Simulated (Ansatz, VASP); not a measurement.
# Two plane-wave programs on Mo

```
Mo
1.0
    -1.58219    1.58219    1.58219
     1.58219   -1.58219    1.58219
     1.58219    1.58219   -1.58219
Mo
1
Direct
  0.00000 0.00000 0.00000
```

The cell was built by a generator and needn't be a form met in nature.

Alike in both runs: task single point; functional r2SCAN; k mesh 8 × 8 × 8; no spin polarisation.

|  | VASP | Ansatz |
| --- | --- | --- |
| version | VASP 6.6.1 | Ansatz 0.2.0 |
| potentials or method | VASP PAW PBE potentials, release 64 (Mo_sv) | PAW plane waves |
| plane-wave cutoff (eV) | 520 | 500 |
| occupations | fermi-dirac, width 0.1 eV | fermi-dirac |
| valence electrons in the cell | 14 | 14 |

|  | VASP | Ansatz | Ansatz less VASP |
| --- | --- | --- | --- |
| gap on the k mesh at the Fermi level (eV) | none | none | - |
| pressure (GPa) | -1.6 | -2.7 | -1.08 |

A gap of «none» marks a metal or a gap that the smearing closes.

Caveats: the PAW data sets were made with another functional, which shifts forces and pressure a little (VASP).
